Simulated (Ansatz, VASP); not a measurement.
**W: VASP beside Ansatz**

The input INCAR:

```
PREC = Accurate ; ENCUT = 600
EDIFF = 1E-7 ; ISMEAR = -1
SIGMA = 0.05 ; LREAL = False
LASPH = True ; NELM = 80
ALGO = Fast ; ISIF = 3
LWAVE = False ; LCHARG = False
GGA = PS ; IBRION = 2
NSW = 60 ; EDIFFG = -0.01
```

KPOINTS

```
Automatic mesh
0
Gamma
  12 12 12
```

The input POSCAR:

```
W
1.0
   -1.5823450000      1.5823450000      1.5823450000
    1.5823450000     -1.5823450000      1.5823450000
    1.5823450000      1.5823450000     -1.5823450000
W
1
Direct
    0.0000000000      0.0000000000      0.0000000000
```

input.yaml

```yaml
crystal:
  lattice:
    - [-1.582345, 1.582345, 1.582345]
    - [1.582345, -1.582345, 1.582345]
    - [1.582345, 1.582345, -1.582345]
  atoms:
    - { symbol: W, position: [0.0, 0.0, 0.0] }
hamiltonian:
  xc: pbesol
  pseudopotentials: { kind: paw }
kpoints:
  mp_grid: { grid: [12, 12, 12] }
scf:
  occupations: { method: fermi_dirac, width: 0.05 }
output:
  forces: true
  stress: true
relax:
  f_tol: 0.01
  max_steps: 40
  cell: { stress_tol: 0.05 }
```

Alike in both runs: task relaxation of cell and atoms; functional PBEsol; k mesh 12 × 12 × 12; occupations fermi-dirac, width 0.05 eV; no spin polarisation.

|  | VASP | Ansatz |
| --- | --- | --- |
| version | VASP 6.6.1 | Ansatz 0.2.0 |
| potentials or method | VASP PAW PBE potentials, release 64 (W_sv) | Ansatz PAW |
| plane-wave cutoff (eV) | 600 | 420 |
| valence electrons in the cell | 14 | 14 |

Ansatz gave:

```
relaxed volume (Å³/atom)                                     : 15.69
relaxed cell length with the largest relative difference (Å) : 2.732
energy change over the relaxation (meV/atom)                 : -1
```

**Question.** What did VASP give for the same quantities?

**Answer.** Relaxed volume (Å³/atom): 15.73; relaxed cell length with the largest relative difference (Å): 2.734; energy change over the relaxation (meV/atom): -1.

Caveats: the PAW data sets were made with another functional, which shifts forces and pressure a little (VASP); the plane-wave basis is chosen anew once the cell has moved, so the energies of steps on either side of that aren't comparable (Ansatz); the PAW data sets come from PBE, with cores solved anew for the run's functional, which leaves a small shift of forces and pressure (Ansatz). Spin-orbit coupling is left out, which matters for the levels of W.
